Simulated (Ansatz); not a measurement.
# Vanadium, fcc under r²SCAN: ground state and equation of state, part 2 of 2

What does r²SCAN give for vanadium in the fcc structure? We relax it, solve it on a dense k-mesh, then scale the cell to 7 volumes from 88 to 112 % of the relaxed one and try a fit of the equation of state. The start is ferromagnetic. The k-meshes are 14×14×14 for the relaxation; 23×23×23 for the dense run; 23×23×23 for the volumes.

Ansatz 0.2.0; DFT, r2SCAN, plane waves (500 eV) with PAW, scalar-relativistic.

### 6 Equation of state: 96 %

This is V in the fcc structure; at room conditions it is bcc.

input.yaml reads:

```yaml
crystal:
  lattice:
    - [0.0, 1.8742943075, 1.8742943075]
    - [1.8742943075, 0.0, 1.8742943075]
    - [1.8742943075, 1.8742943075, 0.0]
  atoms:
    - { symbol: V, position: [0.0, 0.0, 0.0], spin: 1.0 }
hamiltonian:
  xc: r2scan
  pseudopotentials:
    kind: paw
    azcp:
      V: "pseudopotentials/V.paw.azcp"
basis:
  ecutwfc: 500
  fft_grid_basis: typed
kpoints:
  mp_grid: { grid: [23, 23, 23], shift: [0, 0, 0] }
magnetization:
  spin_polarized: true
scf:
  occupations: { method: fermi_dirac, width: 0.05 }
output:
  stress: true
```

The log of the run, shortened:

```text
Warning: RAYON_NUM_THREADS=2 ignored (pool sized by the plan → 2); use --threads N
[...]
Pseudopotentials: kind: paw
Pseudopotential: V, paw, valence charge 13, recommended cutoff 500 eV (meta_gga), <dir>
Functional definition: r2SCAN
[...]
Crystal: 1 atoms, lattice volume = 13.169 Å³
Basis set: ecut = 500 eV, 331 PW (Γ), exchange–correlation on 80×80×80 points (64 copies of the dense FFT grid, shifted against one another)
Bands: 11, of which v1, the nominal top of the filled ones, is band 7 counted from 1 (6 counted from 0)
Symmetry: 48 space group operations
Space group: Fm-3m (ITA 225), of the structure as read, at distance tolerance 2.4e-5 Å
Magnetic group: BNS 225.116 (UNI 1618), of the structure as read, at distance tolerance 2.4e-5 Å
k-points: 364 of 12167
[...]
Starting moments: Σ|m| = 1 μB on 1 of 1 site
[...]
SCF iter   1: F=—  HF=-2917.306886 eV  |F-HF|=—  |Δ(HF+E_count)|=         —  Δρ=8.45e-2 (↑8.45e-2 ↓3.56e-2)  dr2=1.56e0  dr2_τ=8.97e-3  dr2_m=9.85e-2  M=0.696 μB ∫|m|=0.697 μB  β_m=0.99  ethr=3.10e-3  ⟨swp⟩=4.4  Hψ=38794  notcnv=0
[...]
WARN: the starting moments were not kept: the SCF closed with an absolute magnetisation of 3.1e-7 μB, where they sum to 1 μB in size (1 site). That is at most 0.1 of that sum. Measured as dr2_m measures the in/out step, that magnetisation stands 3.4e-14 eV from none, at or under the [...]
this state was not tested for a lower state beside it, because the mixer in use, unlike msr1, does not test its closes by its own steps (another_mixer; see scf.mixing.algorithm and scf.lower_state_search)
SCF converged after 19 iterations
Magnetization: 0.0000 μB (6.5000 up, 6.5000 down)
Absolute magnetization: 0.0000 μB (∫|ρ↑−ρ↓|, with the PAW one-centre terms)
Spin contamination: 0.0000 ħ² per cell (⟨S²⟩ above its minimum at these occupations)
Per-site moments (μB) at R_I (Å): [(6.384140431061536e-8, 1.0933941271873902)]
Free energy (F): -2916.814829 eV
[...]
E sigma→0 (E₀):  -2916.808683 eV
Entropy (-TS):   -0.012292 eV (-12.292 meV/atom)
Fermi energy:    17.262484 eV
[...]
--- Stress (GPa, compression-positive) ---
        8.357682      -0.000000      -0.000000
       -0.000000       8.357682       0.000000
        0.000000      -0.000000       8.357682
  P = ⅓ Tr σ = 8.3577 GPa (83.577 kbar)
```

It took 15 s on 2 threads of an Arm CPU, shared host; peak memory 0.42 GiB.

### 7 Equation of state: 100 %

input.yaml: that of step 6 with these lines changed.

```diff
@@ -2,5 +2,5 @@
   lattice:
-    - [0.0, 1.8742943075, 1.8742943075]
-    - [1.8742943075, 0.0, 1.8742943075]
-    - [1.8742943075, 1.8742943075, 0.0]
+    - [0.0, 1.8999727629, 1.8999727629]
+    - [1.8999727629, 0.0, 1.8999727629]
+    - [1.8999727629, 1.8999727629, 0.0]
   atoms:
```

The log of the run, shortened:

```text
Warning: RAYON_NUM_THREADS=2 ignored (pool sized by the plan → 2); use --threads N
[...]
[... 3 set-up lines as earlier in the session ...]
[...]
Crystal: 1 atoms, lattice volume = 13.717 Å³
Basis set: ecut = 500 eV, 339 PW (Γ), exchange–correlation on 80×80×80 points (64 copies of the dense FFT grid, shifted against one another)
Bands: 11, of which v1, the nominal top of the filled ones, is band 7 counted from 1 (6 counted from 0)
[... 2 set-up lines as earlier in the session ...]
Magnetic group: BNS 225.116 (UNI 1618), of the structure as read, at distance tolerance 2.4e-5 Å
k-points: 364 of 12167
[...]
Starting moments: Σ|m| = 1 μB on 1 of 1 site
[...]
SCF iter   1: F=—  HF=-2917.373728 eV  |F-HF|=—  |Δ(HF+E_count)|=         —  Δρ=8.13e-2 (↑8.13e-2 ↓3.51e-2)  dr2=1.56e0  dr2_τ=8.27e-3  dr2_m=8.94e-2  M=0.714 μB ∫|m|=0.715 μB  β_m=1.00  ethr=3.10e-3  ⟨swp⟩=4.2  Hψ=38539  notcnv=0
[...]
WARN: the starting moments were not kept: the SCF closed with an absolute magnetisation of 1.0e-5 μB, where they sum to 1 μB in size (1 site). That is at most 0.1 of that sum. Measured as dr2_m measures the in/out step, that magnetisation stands 7.8e-11 eV from none, at or under the [...]
this state was not tested for a lower state beside it, because the mixer in use, unlike msr1, does not test its closes by its own steps (another_mixer; see scf.mixing.algorithm and scf.lower_state_search)
SCF converged after 16 iterations
Magnetization: 0.0000 μB (6.5000 up, 6.5000 down)
Absolute magnetization: 0.0000 μB (∫|ρ↑−ρ↓|, with the PAW one-centre terms)
Spin contamination: 0.0000 ħ² per cell (⟨S²⟩ above its minimum at these occupations)
Per-site moments (μB) at R_I (Å): [(9.196983843070592e-6, 1.1083739903909726)]
Free energy (F): -2916.828873 eV
[...]
E sigma→0 (E₀):  -2916.822557 eV
Entropy (-TS):   -0.012631 eV (-12.631 meV/atom)
Fermi energy:    16.453792 eV
[...]
--- Stress (GPa, compression-positive) ---
        0.101989       0.000000       0.000000
        0.000000       0.101989       0.000000
       -0.000000       0.000000       0.101989
  P = ⅓ Tr σ = 0.1020 GPa (1.020 kbar)
```

It took 16 s on 2 threads of an Arm CPU, shared host; peak memory 0.43 GiB.

### 8 Equation of state: 104 %

input.yaml: that of step 7 with these lines changed.

```diff
@@ -2,5 +2,5 @@
   lattice:
-    - [0.0, 1.8999727629, 1.8999727629]
-    - [1.8999727629, 0.0, 1.8999727629]
-    - [1.8999727629, 1.8999727629, 0.0]
+    - [0.0, 1.9249752717, 1.9249752717]
+    - [1.9249752717, 0.0, 1.9249752717]
+    - [1.9249752717, 1.9249752717, 0.0]
   atoms:
```

The log of the run, shortened:

```text
Warning: RAYON_NUM_THREADS=2 ignored (pool sized by the plan → 2); use --threads N
[...]
[... 3 set-up lines as earlier in the session ...]
[...]
Crystal: 1 atoms, lattice volume = 14.266 Å³
Basis set: ecut = 500 eV, 339 PW (Γ), exchange–correlation on 80×80×80 points (64 copies of the dense FFT grid, shifted against one another)
Bands: 11, of which v1, the nominal top of the filled ones, is band 7 counted from 1 (6 counted from 0)
[... 2 set-up lines as earlier in the session ...]
Magnetic group: BNS 225.116 (UNI 1618), of the structure as read, at distance tolerance 2.4e-5 Å
k-points: 364 of 12167
[...]
Starting moments: Σ|m| = 1 μB on 1 of 1 site
[...]
SCF iter   1: F=—  HF=-2917.393929 eV  |F-HF|=—  |Δ(HF+E_count)|=         —  Δρ=7.81e-2 (↑7.81e-2 ↓3.46e-2)  dr2=1.56e0  dr2_τ=7.68e-3  dr2_m=8.04e-2  M=0.733 μB ∫|m|=0.734 μB  β_m=1.00  ethr=3.10e-3  ⟨swp⟩=4.3  Hψ=38675  notcnv=0
[...]
WARN: the starting moments were not kept: the SCF closed with an absolute magnetisation of 2.2e-6 μB, where they sum to 1 μB in size (1 site). That is at most 0.1 of that sum. Measured as dr2_m measures the in/out step, that magnetisation stands 4.2e-12 eV from none, at or under the [...]
this state was not tested for a lower state beside it, because the mixer in use, unlike msr1, does not test its closes by its own steps (another_mixer; see scf.mixing.algorithm and scf.lower_state_search)
SCF converged after 19 iterations
Magnetization: -0.0000 μB (6.5000 up, 6.5000 down)
Absolute magnetization: 0.0000 μB (∫|ρ↑−ρ↓|, with the PAW one-centre terms)
Spin contamination: 0.0000 ħ² per cell (⟨S²⟩ above its minimum at these occupations)
Per-site moments (μB) at R_I (Å): [(-2.092053524011742e-6, 1.1229595312942766)]
Free energy (F): -2916.817145 eV
[...]
E sigma→0 (E₀):  -2916.810695 eV
Entropy (-TS):   -0.012898 eV (-12.898 meV/atom)
Fermi energy:    15.705854 eV
[...]
--- Stress (GPa, compression-positive) ---
       -6.735410      -0.000000      -0.000000
       -0.000000      -6.735410       0.000000
       -0.000000      -0.000000      -6.735410
  P = ⅓ Tr σ = -6.7354 GPa (-67.354 kbar)
```

It took 19 s on 2 threads of an Arm CPU, shared host; peak memory 0.43 GiB.

### 9 Equation of state: 108 %

input.yaml: that of step 8 with these lines changed.

```diff
@@ -2,5 +2,5 @@
   lattice:
-    - [0.0, 1.9249752717, 1.9249752717]
-    - [1.9249752717, 0.0, 1.9249752717]
-    - [1.9249752717, 1.9249752717, 0.0]
+    - [0.0, 1.9493446343, 1.9493446343]
+    - [1.9493446343, 0.0, 1.9493446343]
+    - [1.9493446343, 1.9493446343, 0.0]
   atoms:
```

The log of the run, shortened:

```text
Warning: RAYON_NUM_THREADS=2 ignored (pool sized by the plan → 2); use --threads N
[...]
[... 3 set-up lines as earlier in the session ...]
[...]
Crystal: 1 atoms, lattice volume = 14.815 Å³
Basis set: ecut = 500 eV, 339 PW (Γ), exchange–correlation on 96×96×96 points (64 copies of the dense FFT grid, shifted against one another)
Bands: 11, of which v1, the nominal top of the filled ones, is band 7 counted from 1 (6 counted from 0)
[... 1 set-up line as earlier in the session ...]
Space group: Fm-3m (ITA 225), of the structure as read, at distance tolerance 2.5e-5 Å
Magnetic group: BNS 225.116 (UNI 1618), of the structure as read, at distance tolerance 2.5e-5 Å
k-points: 364 of 12167
[...]
Starting moments: Σ|m| = 1 μB on 1 of 1 site
[...]
SCF iter   1: F=—  HF=-2917.377442 eV  |F-HF|=—  |Δ(HF+E_count)|=         —  Δρ=7.49e-2 (↑7.49e-2 ↓3.42e-2)  dr2=1.55e0  dr2_τ=7.18e-3  dr2_m=7.18e-2  M=0.752 μB ∫|m|=0.753 μB  β_m=1.00  ethr=3.10e-3  ⟨swp⟩=4.2  Hψ=38722  notcnv=0
[...]
WARN: the starting moments were not kept: the SCF closed with an absolute magnetisation of 4.5e-6 μB, where they sum to 1 μB in size (1 site). That is at most 0.1 of that sum. Measured as dr2_m measures the in/out step, that magnetisation stands 1.4e-11 eV from none, at or under the [...]
this state was not tested for a lower state beside it, because the mixer in use, unlike msr1, does not test its closes by its own steps (another_mixer; see scf.mixing.algorithm and scf.lower_state_search)
SCF converged after 17 iterations
Magnetization: 0.0000 μB (6.5000 up, 6.5000 down)
Absolute magnetization: 0.0000 μB (∫|ρ↑−ρ↓|, with the PAW one-centre terms)
Spin contamination: 0.0000 ħ² per cell (⟨S²⟩ above its minimum at these occupations)
Per-site moments (μB) at R_I (Å): [(4.077924442497126e-6, 1.137175718071091)]
Free energy (F): -2916.784092 eV
[...]
E sigma→0 (E₀):  -2916.777491 eV
Entropy (-TS):   -0.013203 eV (-13.203 meV/atom)
Fermi energy:    15.011923 eV
[...]
--- Stress (GPa, compression-positive) ---
      -12.386031       0.000000      -0.000000
       -0.000000     -12.386031      -0.000000
        0.000000       0.000000     -12.386031
  P = ⅓ Tr σ = -12.3860 GPa (-123.860 kbar)
```

Run time: 18 s. Hardware: 2 threads of an Arm CPU, shared host; peak memory 0.46 GiB.

### 10 Equation of state: 112 %

input.yaml: that of step 9 with these lines changed.

```diff
@@ -2,5 +2,5 @@
   lattice:
-    - [0.0, 1.9493446343, 1.9493446343]
-    - [1.9493446343, 0.0, 1.9493446343]
-    - [1.9493446343, 1.9493446343, 0.0]
+    - [0.0, 1.973119473, 1.973119473]
+    - [1.973119473, 0.0, 1.973119473]
+    - [1.973119473, 1.973119473, 0.0]
   atoms:
```

The log of the run, shortened:

```text
Warning: RAYON_NUM_THREADS=2 ignored (pool sized by the plan → 2); use --threads N
[...]
[... 3 set-up lines as earlier in the session ...]
[...]
Crystal: 1 atoms, lattice volume = 15.363 Å³
Basis set: ecut = 500 eV, 387 PW (Γ), exchange–correlation on 96×96×96 points (64 copies of the dense FFT grid, shifted against one another)
Bands: 11, of which v1, the nominal top of the filled ones, is band 7 counted from 1 (6 counted from 0)
[... 2 set-up lines as earlier in the session ...]
Magnetic group: BNS 225.116 (UNI 1618), of the structure as read, at distance tolerance 2.5e-5 Å
k-points: 364 of 12167
[...]
Starting moments: Σ|m| = 1 μB on 1 of 1 site
[...]
SCF iter   1: F=—  HF=-2917.332227 eV  |F-HF|=—  |Δ(HF+E_count)|=         —  Δρ=7.17e-2 (↑7.17e-2 ↓3.38e-2)  dr2=1.53e0  dr2_τ=6.76e-3  dr2_m=6.37e-2  M=0.770 μB ∫|m|=0.771 μB  β_m=1.00  ethr=3.10e-3  ⟨swp⟩=4.1  Hψ=38732  notcnv=0
[...]
WARN: the starting moments were not kept: the SCF closed with an absolute magnetisation of 6.4e-6 μB, where they sum to 1 μB in size (1 site). That is at most 0.1 of that sum. Measured as dr2_m measures the in/out step, that magnetisation stands 2.7e-11 eV from none, at or under the [...]
this state was not tested for a lower state beside it, because the mixer in use, unlike msr1, does not test its closes by its own steps (another_mixer; see scf.mixing.algorithm and scf.lower_state_search)
SCF converged after 18 iterations
Magnetization: 0.0000 μB (6.5000 up, 6.5000 down)
Absolute magnetization: 0.0000 μB (∫|ρ↑−ρ↓|, with the PAW one-centre terms)
Spin contamination: 0.0000 ħ² per cell (⟨S²⟩ above its minimum at these occupations)
Per-site moments (μB) at R_I (Å): [(5.695388056803822e-6, 1.1510450815458597)]
Free energy (F): -2916.733443 eV
[...]
E sigma→0 (E₀):  -2916.726648 eV
Entropy (-TS):   -0.013590 eV (-13.590 meV/atom)
Fermi energy:    14.366109 eV
[...]
--- Stress (GPa, compression-positive) ---
      -17.040276      -0.000000      -0.000000
       -0.000000     -17.040276      -0.000000
       -0.000000      -0.000000     -17.040276
  P = ⅓ Tr σ = -17.0403 GPa (-170.403 kbar)
```

Run time: 20 s. Hardware: 2 threads of an Arm CPU, shared host; peak memory 0.47 GiB.

### 11 Fitting the volumes

The cell was scaled evenly, with its shape and the fractional positions fixed.

```csv
V (Å³/atom),E − E₀ (meV/atom),P from the stress (GPa),P from the fit (GPa)
12.071,141.1,30.41,30.29
12.620,58.7,18.33,18.23
13.169,13.9,8.36,8.29
13.717,0.0,0.10,0.06
14.266,11.8,-6.74,-6.77
14.815,45.0,-12.39,-12.43
15.363,95.9,-17.04,-17.14
```

Fit (Birch-Murnaghan, third order): V₀ = 13.722 Å³/atom, B₀ = 187 GPa, B₀′ = 3.7, largest residual 0.02 meV/atom.

The fit is made to E(σ → 0), while the stress belongs to the free energy F; that is one source of the offset between the two pressures.

### 12 Summary of results

What follows sums up all 2 parts.

| quantity | value |
| --- | --- |
| space group (spins left aside) | Fm-3m (No. 225) |
| conventional cell | a = 3.800 Å |
| volume | 13.717 Å³/atom |
| shortest distance | 2.687 Å |
| gap on the mesh | none (levels filled in part) |
| magnetic state | non-magnetic |
| relative to bcc | +243 meV/atom |
| V₀, B₀, B₀′ | 13.722 Å³/atom, 187 GPa, 3.7 |

From the guessed start the volume shrank by 0.8 % in 4 steps. It lies 243 meV/atom above the element's reference form at the same level (bcc, from a run of its own), so it is far from stable. The starting moments do not survive. Levels at the Fermi energy are filled in part, as in a metal. B₀ comes out at 187 GPa. Relaxation kept the symmetry; phonons were not checked.
